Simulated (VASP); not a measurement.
Set up this calculation in VASP 6.6.1, as the native input.

```yaml
Task: core levels
Functional: LDA
Potentials_or_basis: VASP PAW LDA potentials, release 64 (Ti_sv, N)
Cutoff: 520 eV
k_mesh: 6 × 6 × 6
Occupations: methfessel-paxton, width 0.1 eV
Spin: collinear spin, ferromagnetic start
Starting_moments: "[1.0, 1.0, 1.0, 1.0, 1.0, 1.0, 1.0, 1.0, 0.0, 0.0, 0.0, 0.0, 0.0, 0.0, 0.0, 0.0] μB"
Further_INCAR_settings: ALGO = Normal; EDIFF = 1e-06
```

The structure of TiN lies in POSCAR:

```
TiN
1.0
    0.0000000000      4.2380000000      4.2380000000
    4.2380000000      0.0000000000      4.2380000000
    4.2380000000      4.2380000000      0.0000000000
Ti N
8 8
Direct
    0.0000000000      0.0000000000      0.0000000000
    0.0000000000      0.0000000000      0.5000000000
    0.0000000000      0.5000000000      0.0000000000
    1.0000000000      0.5000000000      0.5000000000
    0.5000000000      0.0000000000      0.0000000000
    0.5000000000      1.0000000000      0.5000000000
    0.5000000000      0.5000000000      0.0000000000
    0.5000000000      0.5000000000      0.5000000000
    0.2500000000      0.2500000000      0.2500000000
    0.2500000000      0.2500000000      0.7500000000
    0.2500000000      0.7500000000      0.2500000000
    0.2500000000      0.7500000000      0.7500000000
    0.7500000000      0.2500000000      0.2500000000
    0.7500000000      0.2500000000      0.7500000000
    0.7500000000      0.7500000000      0.2500000000
    0.7500000000      0.7500000000      0.7500000000
```

One way to write it, as run:

INCAR

```
PREC = Accurate
ENCUT = 520
EDIFF = 1E-6
ISMEAR = 1
SIGMA = 0.1
LREAL = F
LASPH = T
NELM = 100
ALGO = Normal
ISIF = 2
LWAVE = F
LCHARG = F
ISPIN = 2
MAGMOM = 1 1 1 1 1 1 1 1 0 0 0 0 0 0 0 0
LORBIT = 11
LMAXMIX = 4
GGA = CA
ICORELEVEL = 1
KPAR = 4
```

KPOINTS

```
regular mesh
0
Gamma
  6 6 6
```

Potentials or basis: VASP PAW LDA potentials, release 64 (Ti_sv, N).

Run with:

```sh
$ cat potpaw_LDA.64/Ti_sv/POTCAR potpaw_LDA.64/N/POTCAR > POTCAR
$ mpirun -np 4 vasp_std > vasp.out
```

It gave:

```yaml
Pressure: -12.8 GPa
Band_gap_on_the_k_mesh: none (metal or under the smearing width)
Net_moment: 0.00 μB per cell
Valence_electrons_inside_the_program's_atomic_spheres: Ti 10.42; N 3.71
```

It took 2.2 min on 4 MPI ranks on Intel(R) Xeon(R) Platinum 8375C CPU @ 2.90GHz (Ice Lake), with other jobs on the host, peak memory 0.46 GiB a rank.
